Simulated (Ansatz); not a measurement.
**Equation of state of Ba**

```
Ba
1.0
     3.59177   -2.51690    0.00000
     3.59177    2.51690    0.00000
     0.00000    0.00000    7.19005
Ba
2
Direct
  0.74677 0.25323 0.25000
  0.25323 0.74677 0.75000
```

Structure from Materials Project entry mp-122 (possibly hypothetical), not relaxed further.

No spin–orbit coupling, which matters for the heavy atoms here.

All numbers are computed: DFT, PBEsol, all-electron LAPW, scalar-relativistic (Ansatz 0.2.0); DFT, PBEsol, PAW with Ansatz's default frozen-core files, scalar-relativistic (Ansatz 0.2.0).

For LAPW: a Γ-centred 9×9×5 k mesh, Fermi–Dirac smearing of 0.03 eV, basis error target 0.25 meV/atom, no spin polarisation. PAW takes a cutoff of 420 eV at this cell (files made with PBE, cores remade for this functional). The Ansatz runs share mesh, smearing and spin set-up. Plane-wave (PAW) pressures include the program's estimate of the Pulay term.

The cell above is scaled evenly, with fractional coordinates and shape held.

| V/V(cell) | V (Å³/atom) | P, LAPW (GPa) | P, PAW (GPa) | free energy over the lowest listed, PAW (meV/atom) |
| --- | --- | --- | --- | --- |
| 0.9405 | 61.132 | -0.41 | -0.41 | 0.0 |
| 0.9700 | 63.049 | -0.65 | -0.65 | 6.3 |
| 1.0000 | 64.999 | -0.86 | -0.86 | 15.5 |
| 1.0300 | 66.949 | -1.06 | -1.06 | 27.3 |
| 1.0600 | 68.899 | -1.23 | -1.23 | 41.2 |
